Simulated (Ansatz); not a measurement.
The system is TiO2 (Anatase).

```
Ti O
1.0
    -1.89210    1.89210    4.75730
     1.89210   -1.89210    4.75730
     1.89210    1.89210   -4.75730
Ti O
2 4
Cartesian
  0.0000 1.8921 2.3786
  0.0000 0.0000 0.0000
  0.0000 0.0000 7.5346
  0.0000 1.8921 0.3987
  0.0000 1.8921 4.3586
  0.0000 0.0000 1.9800
```

Base run:

- Program: Ansatz 0.2.0
- Functional: PBE0
- Potentials or basis: Ansatz PAW
- Cutoff: 420 eV
- Density cutoff: 1680 eV
- k mesh: 6 × 6 × 6
- Occupations: fermi-dirac, width 0.05 eV
- Spin: no spin polarisation

Its results: band gap on the k mesh 4.41 eV, indirect (least direct gap 4.74 eV); largest force 0.158 eV/Å.

Q: The run is repeated on the same cell with these changes: functional from PBE0 to PBE-EpsX. What comes out?

A: Band gap on the k mesh 3.48 eV, indirect (least direct gap 3.80 eV); largest force 0.060 eV/Å.

Caveats: the PAW data sets come from PBE, with cores solved anew for the run's functional, which leaves a small shift of forces and pressure.

A k mesh can miss the band edges.

Not every run made on this cell is shown here.
